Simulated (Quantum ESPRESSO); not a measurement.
MnS under changes of volume

One of the cells (21.464 Å³/atom); the others are scaled copies at fixed shape and fractional positions:

```xyz
4
Lattice="3.9536 0.0000 0.0000 -1.9768 3.4239 0.0000 0.0000 0.0000 6.3425" Properties=species:S:1:pos:R:3 pbc="T T T"
Mn    1.9768    1.1413    3.1639
Mn    0.0000    2.2826    6.3352
S     0.0000    2.2826    3.9714
S     1.9768    1.1413    0.8001
```

The cell is a database's computed one.

```yaml
Program: Quantum ESPRESSO 7.5
Functional: LDA
Potentials_or_basis: GBRV 1.5 LDA
Cutoff: 612 eV
Density_cutoff: 4898 eV
k_mesh: 8 × 8 × 4
Occupations: fermi-dirac, width 0.05 eV
Spin: collinear spin, ferromagnetic start
Starting_moments: "[4.0, 4.0, 0.0, 0.0] μB"
```

```csv
volume (Å³/atom),energy over the lowest point (meV/atom),pressure (GPa),moment (μB per cell)
20.176,0.00,-2.5,9.06
20.606,6.76,-2.9,9.29
21.035,14.28,-3.4,9.48
21.464,23.60,-4.1,9.61
21.893,34.74,-4.8,9.72
22.323,47.85,-5.5,9.79
22.752,?,?,?
```

Task: What does the run at 22.752 Å³/atom give?

Result: Energy over the lowest point 62.95 meV/atom; pressure -6.2 GPa; moment 9.85 μB per cell.

Worked out: A Birch-Murnaghan fit of order 3 (a polynomial in V^(-2/3)) to the other rows has no minimum within the range. It gives 63.33 meV/atom at 22.752 Å³/atom, against the run's 62.95, and -dE/dV = -6.2 GPa, against -6.2. A parabola through the other rows of the moment, of slope 0.0116 μB per Å³/atom there, extrapolates to 9.81 μB, against the run's 9.85.

Energies are extrapolated to zero smearing.

Caveats: only a ferromagnetic start was run, and an antiferromagnetic order may lie lower in energy.
